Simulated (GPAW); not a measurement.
Crystal: MoS2.

```
Mo S
1.0
     3.22746    0.00000    0.00000
    -1.61373    2.79507    0.00000
     0.00000    0.00000    6.31247
Mo S
1 2
Cartesian
  0.0000 0.0000 3.1562
  1.6137 0.9317 4.7008
  0.0000 1.8634 1.6117
```

Measurements of this composition are mostly on another form, of space group No. 194.

| Property | Result |
| --- | --- |
| Program | GPAW 26.7.0 |
| Task | relaxation of cell and atoms |
| Functional | PBEsol |
| Potentials or basis | PAW data sets generated in the run's folder for this functional |
| Cutoff | 600 eV |
| Basis | pw |
| k mesh | 7 × 7 × 3 |
| Occupations | fermi-dirac, width 0.05 eV |
| Spin | no spin polarisation |

At the start: pressure -3.3 GPa; volume 18.98 Å³/atom.

Problem. Where does the relaxation end?

Solution. Over 14 steps the energy falls by 15.0 meV/atom and the volume is 17.39 Å³/atom (-8.4 %); space group P-3m1 (No. 164, to 0.05 Å).

Step by step:
| step | energy change (eV) | largest force (eV/Å) | pressure (GPa) | volume (Å³) |
| --- | --- | --- | --- | --- |
| 1 | 0.0000 | 0.0015 | -3.31 | 56.94 |
| 2 | -0.0072 | 0.0723 | -2.61 | 56.63 |
| 3 | -0.0267 | 0.3566 | 0.65 | 55.03 |
| 4 | -0.0313 | 0.3208 | 0.86 | 54.70 |
| 5 | -0.0390 | 0.0829 | 0.26 | 54.08 |
| 6 | -0.0393 | 0.0295 | -0.06 | 54.08 |
| 7 | -0.0394 | 0.0122 | -0.18 | 54.08 |
| 8 | -0.0397 | 0.0184 | -0.40 | 54.06 |
| 9 | -0.0403 | 0.0598 | -0.69 | 53.93 |
| 10 | -0.0416 | 0.1132 | -1.04 | 53.54 |
| 11 | -0.0434 | 0.1423 | -1.13 | 52.79 |
| 12 | -0.0445 | 0.1008 | -0.72 | 52.25 |
| 13 | -0.0451 | 0.0229 | -0.16 | 52.12 |
| 14 | -0.0451 | 0.0004 | 0.00 | 52.16 |

Final structure:
```
CELL_PARAMETERS angstrom
3.15464 0.00000 0.00000
-1.57732 2.73200 0.00000
0.00000 0.00000 6.05187
ATOMIC_POSITIONS crystal
Mo 0.00000 0.00000 0.50000
S 0.66667 0.33333 0.76044
S 0.33333 0.66667 0.23956
```

Caveat: later steps reuse the first step's grids; this functional lacks dispersion, which binds the layers, so the pressure and a relaxed spacing across them are unreliable.
